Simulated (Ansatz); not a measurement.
**Hg (diamond type): how the settings move a single-point run**

Aim: see which settings change the result for Hg (diamond type), by how much, and at what cost.

Method: reference: DFT, PBE, all-electron PAW with datasets made for the crystal, scalar-relativistic, in Ansatz 0.2.0.

1 further run of the same task is left out (it didn't finish).

**1. Starting point**

It takes space group Fd-3m (No. 227, cubic). The conventional cell has a = 7.001 Å, b = 7.001 Å, c = 7.001 Å, α = 90.00°, β = 90.00°, γ = 90.00°. Hg (site symmetry -43m) has 4 Hg at 3.03 Å as nearest neighbours.

Structure file:

```xyz
2
Lattice="0.0000 3.5007 3.5007 3.5007 0.0000 3.5007 3.5007 3.5007 0.0000" Properties=species:S:1:pos:R:3 pbc="T T T"
Hg   -0.8752   -0.8752   -0.8752
Hg    0.8752    0.8752    0.8752
```

**2. Baseline**

input.yaml

```yaml
crystal:
  lattice:
    - [0.0, 3.5007375682, 3.5007375682]
    - [3.5007375682, 0.0, 3.5007375682]
    - [3.5007375682, 3.5007375682, 0.0]
  atoms:
    - { symbol: Hg, position: [-0.125, -0.125, -0.125] }
    - { symbol: Hg, position: [0.125, 0.125, 0.125] }
kpoints:
  mp_grid: { grid: [11, 11, 11] }
scf:
  occupations: { method: fermi_dirac, width: 0.05 }
hamiltonian:
  xc: pbe
  pseudopotentials: { kind: all_electron, datasets: crystal }
output:
  forces: true
  stress: true
  eigenvalues: true
```

The run is started by

```bash
$ ansatz run input.yaml --threads 1 --pin off --max-ram 2048MiB --backend cpu --events-out ev --progress --plain --runs-dir out
```

**3. Variant: mp_grid.grid [14, 14, 14], mixing.algorithm msr1, mixing.beta 0.9, mixing.ndim 4**

input.yaml: that of step 2 with these lines changed.

```diff
@@ -9,5 +9,6 @@
 kpoints:
-  mp_grid: { grid: [11, 11, 11] }
+  mp_grid: { grid: [14, 14, 14] }
 scf:
   occupations: { method: fermi_dirac, width: 0.05 }
+  mixing: { algorithm: msr1, beta: 0.9, ndim: 4 }
 hamiltonian:
```

What does the calculation give? Wanted: for each run, ending; energy change; pressure; gap; force.

The runs gave:

```
                                                                                run     ending  energy change  pressure (GPa)  gap (eV)  force (eV/Å)  cycles   time
                                                                          reference  converged              0             0.5      0.00          0.00       8  4.2 s
1: mp_grid.grid [14, 14, 14], mixing.algorithm msr1, mixing.beta 0.9, mixing.ndim 4  converged  +0.7 meV/atom             0.5      0.00          0.00       8  8.7 s
```

Residual by cycle in the longest SCF loop of each run; runs are numbered as in the table. The quantity is the density residual dr2, in eV.

```
cycle  reference    run 1
    1      0.179    0.181
    2     0.0711   0.0201
    3    0.00512  0.00845
    4     1.2e-4   5.2e-4
    5     8.2e-5   3.8e-4
    6     5.2e-6   1.5e-5
    7     1.7e-7   1.6e-7
    8    2.1e-10   3.6e-9
```

**Reading.** Changing the k-point mesh and mixing moves the energy by +0.7 meV/atom. The energy is not variational in the mesh, so the sign tells nothing. Cost: 8.7 s against 4.2 s.
